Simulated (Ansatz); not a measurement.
A plane-wave DFT run in Ansatz 0.2.0 (scalar-relativistic PAW potentials unless the input names others): input and command.

```yaml
crystal:
  lattice:
    - [-4.4465493992, 0.0, 0.0]
    - [-2.2232746996, -3.8508247389, 0.0]
    - [-2.779315702, -1.6046386687, 32.1686732172]
  atoms:
    - { symbol: Bi, position: [0.4316933005, 0.4316933005, 0.5638909674] }
    - { symbol: Bi, position: [0.9039266339, -0.0960733661, 0.2305576341] }
    - { symbol: Bi, position: [-0.0405400328, -0.0405400328, 0.8972243008] }
    - { symbol: Bi, position: [0.3460261428, 0.3460261428, 0.7694756992] }
    - { symbol: Bi, position: [0.8182594761, -0.1817405239, 0.4361423659] }
    - { symbol: Bi, position: [0.2904928095, 0.2904928095, 0.1028090326] }
    - { symbol: Te, position: [0.5972097217, 0.5972097217, 0.1666833333] }
    - { symbol: Te, position: [-0.347256945, -0.347256945, 0.83335] }
    - { symbol: Te, position: [0.1249763883, 0.1249763883, 0.5000166667] }
    - { symbol: Te, position: [0.507188637, 0.507188637, 0.3827166538] }
    - { symbol: Te, position: [0.9794219703, 0.9794219703, 0.0493833205] }
    - { symbol: Te, position: [0.0349553037, 0.0349553037, 0.7160499872] }
    - { symbol: Te, position: [0.2705308063, 0.2705308063, 0.9506500128] }
    - { symbol: Te, position: [0.7427641397, -0.2572358603, 0.6173166795] }
    - { symbol: Te, position: [0.214997473, 0.214997473, 0.2839833462] }
basis:
  ecutwfc: 420
kpoints:
  mp_grid: { grid: [9, 9, 1] }
hamiltonian:
  xc: r2scan
  pseudopotentials: { kind: paw, source: ansatz }
scf:
  occupations: { method: gaussian, width: 0.05 }
  mixing: { preconditioner: resta }
output:
  forces: true
  eigenvalues: true
  stress: true
```

```bash
ansatz run input.yaml --threads 2 --pin off --max-ram 5120MiB --backend cpu --events-out ev --progress --plain --runs-dir out
```

Abridged log:
```
Warning: basis.ecutwfc = 420 eV is below the records' recommended 640 eV, and the density's cutoff is lower with it unless basis.ecutrho_ratio is high enough to keep the records' density cutoff: compare with a run at a higher cutoff
Basis set: ecut = 420 eV, 10811 PW (Γ), exchange–correlation on 120×120×900 points (64 copies of the dense FFT grid, shifted against one another)
Bands: 170, of which v1, the nominal top of the filled ones, is band 141 counted from 1 (140 counted from 0)
Symmetry: 4 space group operations
k-points: 25 of 81
SCF iter   1: F=—  HF=-159479.156061 eV  |F-HF|=—  |Δ(HF+E_count)|=         —  Δρ=2.29e-2  dr2=2.82e0  dr2_τ=1.38e0  ethr=1.01e-3  ⟨swp⟩=3.1  Hψ=20775  notcnv=0
SCF iter   2: F=—  HF=-159478.746729 eV  |F-HF|=—  |Δ(HF+E_count)|=   4.09e-1  Δρ=1.14e-2  dr2=6.70e-1  dr2_τ=5.77e-2  ethr=1.00e-3  ⟨swp⟩=3.6  Hψ=7984  notcnv=0
SCF iter   3: F=—  HF=-159478.790971 eV  |F-HF|=—  |Δ(HF+E_count)|=   4.42e-2  Δρ=2.81e-3  dr2=2.40e-1  dr2_τ=2.31e-3  ethr=2.38e-4  ⟨swp⟩=4.3  Hψ=8038  notcnv=0  defer=1
SCF iter   4: F=—  HF=-159478.817777 eV  |F-HF|=—  |Δ(HF+E_count)|=   2.68e-2  Δρ=2.08e-3  dr2=6.07e-1  dr2_τ=1.37e-3  ethr=8.51e-5  ⟨swp⟩=3.6  Hψ=5907  notcnv=0  defer=163  recentre
SCF iter   5: F=—  HF=-159478.796161 eV  |F-HF|=—  |Δ(HF+E_count)|=   2.16e-2  Δρ=9.65e-4  dr2=5.43e-2  dr2_τ=3.38e-4  ethr=8.51e-5  ⟨swp⟩=1.5  Hψ=4687  notcnv=0  defer=242
SCF iter   6: F=—  HF=-159478.794961 eV  |F-HF|=—  |Δ(HF+E_count)|=   1.20e-3  Δρ=3.97e-4  dr2=5.87e-4  dr2_τ=4.96e-5  ethr=1.92e-5  ⟨swp⟩=1.8  Hψ=4144  notcnv=0  defer=154
automatic band count: iteration 6 solves 163 bands in place of 170: the levels show a gap, and the empty bands left out lie too high to hold charge; the band table lists the bands solved (type scf.n_extra_bands for more)
SCF iter   7: F=—  HF=-159478.795388 eV  |F-HF|=—  |Δ(HF+E_count)|=   4.27e-4  Δρ=7.87e-5  dr2=1.11e-4  dr2_τ=2.26e-6  ethr=2.08e-7  ⟨swp⟩=3.0  Hψ=8339  notcnv=0  defer=156
SCF iter   8: F=—  HF=-159478.795386 eV  |F-HF|=—  |Δ(HF+E_count)|=   1.74e-6  Δρ=4.56e-5  dr2=5.21e-5  dr2_τ=9.29e-7  ethr=3.95e-8  ⟨swp⟩=2.0  Hψ=4375  notcnv=0  defer=156
SCF iter   9: F=—  HF=-159478.796543 eV  |F-HF|=—  |Δ(HF+E_count)|=   1.16e-3  Δρ=1.79e-5  dr2=2.56e-6  dr2_τ=2.53e-7  ethr=1.85e-8  ⟨swp⟩=2.0  Hψ=4433  notcnv=0  defer=205
SCF iter  10: F=—  HF=-159478.796544 eV  |F-HF|=—  |Δ(HF+E_count)|=   1.10e-6  Δρ=6.53e-6  dr2=4.12e-7  dr2_τ=2.87e-8  ethr=9.07e-10  ⟨swp⟩=2.0  Hψ=5835  notcnv=0  defer=205
SCF iter  11: F=-159478.796545 eV  HF=-159478.796545 eV  |F-HF|=2.40e-8  |Δ(HF+E_count)|=   1.81e-7  Δρ=2.01e-6  dr2=3.48e-8  dr2_τ=1.49e-9  ethr=3.55e-11  ⟨swp⟩=11.1  Hψ=19497  notcnv=0
SCF 1 converged in 11 iterations: F = -159478.796545 eV  dr2 = 3.48e-8
SCF converged after 11 iterations
Free energy (F): -159478.796545 eV
Harris-Foulkes:  -159478.796545 eV  (|F-HF|=2.40e-8)
Internal energy: -159478.796545 eV  (E = F + TS)
E sigma→0 (E₀):  -159478.796545 eV
Fermi energy:    9.036458 eV
--- Forces (eV/Å), atoms counted from 1 ---
  atom   1  Bi     0.00006339     0.00003660     0.09817054
  atom   2  Bi    -0.00711670    -0.00410883     0.09405935
  atom   3  Bi    -0.01159993    -0.00669722     0.05332278
  atom   4  Bi     0.00711670     0.00410883    -0.09405935
  atom   5  Bi    -0.00006339    -0.00003660    -0.09817054
  atom   6  Bi     0.01159993     0.00669722    -0.05332278
  atom   7  Te     0.01095528     0.00632503    -0.00325174
  atom   8  Te    -0.01095528    -0.00632503     0.00325174
  atom   9  Te     0.00000000     0.00000000     0.00000000
  atom  10  Te    -0.00021355    -0.00012329     0.17268392
  atom  11  Te     0.07126739     0.04114625     0.27808956
  atom  12  Te    -0.00513862    -0.00296678     0.16706269
  atom  13  Te    -0.07126739    -0.04114625    -0.27808956
  atom  14  Te     0.00021355     0.00012329    -0.17268392
  atom  15  Te     0.00513862     0.00296678    -0.16706269
--- Stress (GPa, compression-positive) ---
       -0.829986       0.026331       0.117868
        0.026331      -0.860390       0.068051
        0.117868       0.068051      -0.574836
  P = ⅓ Tr σ = -0.7551 GPa (-7.551 kbar)
```

Apart from outputs and empty bands, the input differs from a reference run on usual settings in hamiltonian.pseudopotentials: not typed → {"kind": "paw", "source": "ansatz"}; hamiltonian.xc: "pbe" → "r2scan"; scf.mixing.preconditioner: not typed → "resta". The reference, at the same geometry (not necessarily relaxed), gave pressure 0.06 GPa, largest force 0.101 eV/Å, gap on the mesh 0.52 eV. This run converged in 11 SCF iterations (reference: 10) with a total energy on another zero, pressure -0.76 GPa, largest force 0.290 eV/Å, gap on the mesh 0.78 eV. Its cutoff is looser than usual. The Hamiltonian differs as well, so the change in the result can't be put down to that alone.

Time: 58 s on 2 threads of AMD EPYC 9R45 96-Core Processor (Zen 5), on a shared host, peak memory 2.8 GiB.